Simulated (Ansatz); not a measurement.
# Relaxing Al16O23

Level of theory: DFT PBEsol, scalar-relativistic, plane waves, PAW in Ansatz 0.2.0. Run with 420 eV cutoff, 2×2×2 k-mesh, shifted by half a step, Gaussian smearing of 0.01 eV, no spin polarisation.

What was changed: O vacancy (site e), charge +2, atoms relaxed at the host's cell.

In a supercell of 39 atoms the defect feels its periodic images.

Spin polarisation was left out.

Command:

```bash
ansatz run input.yaml --threads 4 --pin off --max-ram 10240MiB --backend cpu --events-out ev --progress --plain --runs-dir out
```

Input:

```yaml
crystal:
  lattice:
    - [-4.7738611806, -2.7561900377, 4.338285143]
    - [4.7738611806, -2.7561900377, 4.338285143]
    - [0.0, 5.5123800754, 4.338285143]
  atoms:
    - { symbol: Al, position: [0.1455041088, 0.1478098231, 0.1528144297] }
    - { symbol: Al, position: [0.6481630914, 0.6463177795, 0.147028187] }
    - { symbol: Al, position: [0.6484577683, 0.1481601356, 0.6465790687] }
    - { symbol: Al, position: [0.1358725084, 0.650259484, 0.6425599571] }
    - { symbol: Al, position: [0.3536822205, 0.3518369086, 0.352971813] }
    - { symbol: Al, position: [0.8521901769, 0.8544958912, 0.3471855703] }
    - { symbol: Al, position: [0.8518398644, 0.3515422317, 0.8534209313] }
    - { symbol: Al, position: [0.349740516, 0.8641274916, 0.8574400429] }
    - { symbol: Al, position: [0.6590683183, 0.6516982252, 0.643475818] }
    - { symbol: Al, position: [0.1459052523, 0.1470538784, 0.6452043836] }
    - { symbol: Al, position: [0.1489517179, 0.6461967662, 0.1474330524] }
    - { symbol: Al, position: [0.6471961202, 0.1488076609, 0.1489450404] }
    - { symbol: Al, position: [0.8529461216, 0.8540947477, 0.8547956164] }
    - { symbol: Al, position: [0.3483017748, 0.3409316817, 0.856524182] }
    - { symbol: Al, position: [0.3538032338, 0.8510482821, 0.3525669476] }
    - { symbol: Al, position: [0.8511923391, 0.3528038798, 0.3510549596] }
    - { symbol: O, position: [0.9027230379, 0.0972769621, 0.75] }
    - { symbol: O, position: [0.9038845879, 0.5975466357, 0.2490050392] }
    - { symbol: O, position: [0.4024533643, 0.0961154121, 0.2509949608] }
    - { symbol: O, position: [0.4023231795, 0.2511468585, 0.5998781606] }
    - { symbol: O, position: [0.9004563759, 0.7555840273, 0.5950019705] }
    - { symbol: O, position: [0.9025178378, 0.2502500873, 0.0972723854] }
    - { symbol: O, position: [0.4035636816, 0.746774885, 0.0927478882] }
    - { symbol: O, position: [0.5972228386, 0.7489368839, 0.4023334248] }
    - { symbol: O, position: [0.096841938, 0.2497197756, 0.4033312119] }
    - { symbol: O, position: [0.1040421699, 0.7456916857, 0.8985677371] }
    - { symbol: O, position: [0.5957148105, 0.2495383358, 0.902432685] }
    - { symbol: O, position: [0.7504616642, 0.4042851895, 0.597567315] }
    - { symbol: O, position: [0.2543083143, 0.8959578301, 0.6014322629] }
    - { symbol: O, position: [0.2510631161, 0.4027771614, 0.0976665752] }
    - { symbol: O, position: [0.7502802244, 0.903158062, 0.0966687881] }
    - { symbol: O, position: [0.253225115, 0.5964363184, 0.4072521118] }
    - { symbol: O, position: [0.7497499127, 0.0974821622, 0.4027276146] }
    - { symbol: O, position: [0.7488531415, 0.5976768205, 0.9001218394] }
    - { symbol: O, position: [0.2444159727, 0.0995436241, 0.9049980295] }
    - { symbol: O, position: [0.597180411, 0.402819589, 0.25] }
    - { symbol: O, position: [0.0991281301, 0.9008718699, 0.25] }
    - { symbol: O, position: [0.0999273737, 0.4060822571, 0.7493437013] }
    - { symbol: O, position: [0.5939177429, 0.9000726263, 0.7506562987] }
  host:
    lattice:
      - [2.3869305903, 1.3780950188, 4.338285143]
      - [-2.3869305903, 1.3780950188, 4.338285143]
      - [0.0, -2.7561900377, 4.338285143]
    atoms:
      - { symbol: Al, position: [0.1479209718, 0.1479209718, 0.1479209718] }
      - { symbol: Al, position: [0.3520790282, 0.3520790282, 0.3520790282] }
      - { symbol: Al, position: [0.6479209718, 0.6479209718, 0.6479209718] }
      - { symbol: Al, position: [0.8520790282, 0.8520790282, 0.8520790282] }
      - { symbol: O, position: [0.9441401457, 0.5558598543, 0.25] }
      - { symbol: O, position: [0.4441401457, 0.75, 0.0558598543] }
      - { symbol: O, position: [0.5558598543, 0.25, 0.9441401457] }
      - { symbol: O, position: [0.25, 0.9441401457, 0.5558598543] }
      - { symbol: O, position: [0.75, 0.0558598543, 0.4441401457] }
      - { symbol: O, position: [0.0558598543, 0.4441401457, 0.75] }
total_charge: 2
basis:
  ecutwfc: 420
  xc_grid: 2
kpoints:
  mp_grid: { grid: [2, 2, 2], shift: [0.5, 0.5, 0.5] }
hamiltonian:
  xc: pbesol
scf:
  occupations: { method: gaussian, width: 0.01 }
output:
  forces: true
  stress: false
  eigenvalues: true
  charged_corrections:
    defect_position: [0.40292993, 0.59707007, 0.75]
    epsilon: [[9.717, 0.0, 0.0], [0.0, 9.717, 0.0], [0.0, 0.0, 11.8055]]
  write_density: true
  write_potential: true
  elf: true
  volumetric_format: npy
relax:
  adjacent_minimum: "off"
  f_tol: 0.025
  max_steps: 45
```

F is the free energy.

Steps:

```
step F − F(1) (eV) largest force component (eV/Å)
   1         0.0000                           2.112
   2        -0.5682                           0.904
   3        -0.7174                           0.151
   4        -0.7266                           0.022
   5        -0.7266                           0.022
```

Relaxed structure:

```xyz
39
Lattice="-4.7739 -2.7562 4.3383 4.7739 -2.7562 4.3383 0.0000 5.5124 4.3383" Properties=species:S:1:pos:R:3 pbc="T T T"
Al    0.0269    0.0834    1.9417
Al   -0.0155   -2.7624    6.2444
Al   -2.3897    1.3671    6.2529
Al    2.4960    1.3630    6.1526
Al   -0.0155    0.0062    4.6013
Al    0.0269   -2.8396    8.9040
Al   -2.3897    1.3891    8.9311
Al    2.4960    1.3932    9.0314
Al   -0.0965   -0.1868    8.5562
Al    0.0070    2.7457    4.0315
Al    2.3617   -1.3788    4.0822
Al   -2.3626   -1.3702    4.1056
Al    0.0070    0.0105   11.1525
Al   -0.0965    2.9430    6.6278
Al    2.3617   -1.3774    6.7635
Al   -2.3626   -1.3860    6.7401
O    -3.8261    1.3781    7.5920
O    -1.4596   -2.7758    7.5938
O    -1.4596    0.0196    3.2519
O    -0.7095    1.5308    5.4589
O    -0.6579   -1.3451    9.8062
O    -3.1042   -2.6381    5.4203
O     1.6195   -2.6702    5.3702
O     0.7158   -1.4952    7.5859
O     0.7393    1.2738    3.2535
O     3.0174    2.5907    7.5748
O    -1.6317    2.6506    7.5668
O    -1.6317    0.1056    7.6172
O     3.0174    0.1654    7.6092
O     0.7158   -1.2610    3.2598
O     0.7393   -4.0300    7.5922
O     1.6195   -0.0860    5.4755
O    -3.1042   -0.1181    5.4254
O    -0.7095    1.2254    9.7251
O    -0.6579    4.1013    5.3778
O    -0.9246   -1.3781    5.4229
O     3.8094   -1.3781    5.4229
O     1.4510    2.7205    5.4814
O     1.4510    0.0357    9.7026
```

The run converged. The run took 33 s on 4 threads of Arm Neoverse V1 (shared host), peak memory 0.89 GiB.